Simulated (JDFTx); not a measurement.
CdF2:

```xyz
3
Lattice="0.0000 2.6940 2.6940 2.6940 0.0000 2.6940 2.6940 2.6940 0.0000" Properties=species:S:1:pos:R:3 pbc="T T T"
Cd    0.0000    0.0000    0.0000
F     4.0410    4.0410    4.0410
F     1.3470    1.3470    1.3470
```

| Property | Result |
| --- | --- |
| Program | JDFTx 1.7.0 (patched build) |
| Task | single point |
| Functional | PBEsol |
| Potentials or basis | PseudoDojo-SR-PBEsol-0.4.1-standard with smoothed tails |
| Cutoff | 1388 eV |
| Density cutoff | 11102 eV |
| k mesh | 9 × 9 × 9 |
| Occupations | fermi-dirac, width 0.05 eV |
| Spin | no spin polarisation |

On this cell: pressure -0.4 GPa; largest force zero by symmetry; band gap on the k mesh 2.98 eV, indirect (least direct gap 3.44 eV).

The same run follows on a disturbed copy (atoms moved at random, drawn with an rms of 0.05 Å):

```
CELL_PARAMETERS angstrom
0.00000 2.69400 2.69400
2.69400 0.00000 2.69400
2.69400 2.69400 0.00000
ATOMIC_POSITIONS crystal
Cd 0.00158 0.99951 0.01010
F 0.76521 0.75266 0.74915
F 0.27464 0.23776 0.23702
```

Task: What does the disturbed cell give?

Result: The energy moves by +6.7 meV/atom; pressure 0.0 GPa; largest force 0.375 eV/Å; band gap on the k mesh 2.97 eV, indirect (least direct gap 3.39 eV).

Forces in eV/Å, atoms in the order of the input:
```
Cd  -0.275  0.042  0.187
F   -0.096 -0.019 -0.136
F    0.371 -0.023 -0.050
```

Stress tensor (GPa, compression positive):
```
 0.02  0.06 -0.17
 0.06 -0.05  0.55
-0.17  0.55 -0.10
```

Caveats: an odd mesh through Γ misses points on the zone boundary, where band edges often lie; the empty levels aren't tightly converged (some runs).
